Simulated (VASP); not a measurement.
# BAs: single point with PBE

BAs:

```xyz
2
Lattice="0.0000 2.4046 2.4046 2.4046 0.0000 2.4046 2.4046 2.4046 0.0000" Properties=species:S:1:pos:R:3 pbc="T T T"
B     0.0000    0.0000    0.0000
As    1.2023    1.2023    1.2023
```

The cell was built by a generator and needn't be a form met in nature.

```yaml
Program: VASP 6.6.1
Task: single point
Functional: PBE
Potentials_or_basis: VASP PAW PBE potentials, release 64 (B, As)
Cutoff: 520 eV
k_mesh: 8 × 8 × 8
Occupations: gaussian, width 0.01 eV
Spin: no spin polarisation
Dipole_correction: no
Further_INCAR_settings: ALGO = Fast; EDIFF = 1e-06; NBANDS = 11
```

```
Pressure               : 0.6 GPa
Band gap on the k mesh : 1.21 eV, indirect (least direct gap 3.25 eV)
```

Levels at points of the mesh, in eV from the valence-band top:
```csv
k point,band 1,band 2,band 3,band 4,band 5,band 6,band 7,band 8,band 9
"(0.00, 0.00, 0.00)",-15.22,0.00,0.00,0.00,3.25,3.25,3.25,4.43,9.49
"(0.50, 0.00, 0.00)",-12.42,-8.64,-1.79,-1.79,2.57,4.76,4.76,8.82,12.57
"(0.50, 0.50, 0.00)",-11.13,-8.42,-4.00,-4.00,1.45,1.46,11.17,11.17,12.68
```

Run time: 6.3 s on 1 thread of AMD EPYC 9R45 96-Core Processor (Zen 5), on a shared host, peak memory 0.12 GiB.

A k mesh can miss the band edges. A hybrid or GW would open this gap; PBE tends to underestimate it.
